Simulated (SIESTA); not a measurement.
Runs of SIESTA 5.4.2 on V. Symmetry: Im-3m, No. 229, cubic system. Conventional cell: a = 3.029 Å, b = 3.029 Å, c = 3.029 Å, α = 90.00°, β = 90.00°, γ = 90.00°. V (site symmetry m-3m) is surrounded by 8 V at 2.62 Å. 

| task | level | potentials or basis | k mesh | gap on the mesh (eV) | pressure (GPa) | moment (μB) |
| --- | --- | --- | --- | --- | --- | --- |
| single point | WC | PseudoDojo 0.4 standard (PBEsol files), DZP (energy shift 0.003 Ry; two zetas on semicore shells) | 12 × 12 × 12 | none | -11.3 | 0.00 |
| single point | revPBE | PseudoDojo 0.4 standard (PBE files), DZP (energy shift 0.003 Ry; two zetas on semicore shells) | 12 × 12 × 12 | none | -2.2 | 0.00 |
| single point | RPBE | PseudoDojo 0.4 standard (PBE files), DZP (energy shift 0.003 Ry; two zetas on semicore shells) | 12 × 12 × 12 | none | -1.1 | 0.00 |
| single point | PW91 | PseudoDojo 0.4 standard (PBE files), DZP (energy shift 0.003 Ry; two zetas on semicore shells) | 12 × 12 × 12 | none | -5.7 | 0.00 |
| band structure | LDA | PseudoDojo 0.4 standard (LDA files), DZP (energy shift 0.003 Ry; two zetas on semicore shells) | 12 × 12 × 12 | none | -17.2 | 0.00 |
| single point | PBEsol | PseudoDojo 0.4 standard (PBEsol files), DZP (energy shift 0.003 Ry; two zetas on semicore shells) | 12 × 12 × 12 | none | (b) | 0.00 |
| single point | BLYP | PseudoDojo 0.4 standard (PBE files), DZP (energy shift 0.003 Ry; two zetas on semicore shells) | 12 × 12 × 12 | none | -0.1 | 0.00 |
| single point | LDA | PseudoDojo 0.4 standard (LDA files), DZP (energy shift 0.003 Ry; two zetas on semicore shells) | 12 × 12 × 12 | none | -17.2 | 0.00 |
| single point | AM05 | PseudoDojo 0.4 standard (PBEsol files), DZP (energy shift 0.003 Ry; two zetas on semicore shells) | 12 × 12 × 12 | none | (a) | 0.00 |

Alike in all rows: spin collinear, ferromagnetic start; cell as given; smearing fermi-dirac 0.05 eV; grid cutoff 800 Ry; energy shift 0.003 Ry.

Q: Estimate the missing entries.

A: (a) -11.9; (b) -11.7.

Caveats: the basis of atomic orbitals isn't converged, which shifts pressures, moduli and gaps; the potentials were made for another functional, which shifts forces and pressure (some runs).

A gap of «none» marks a metal or a gap under the smearing width.

Runs at the PBE level aren't shown here.
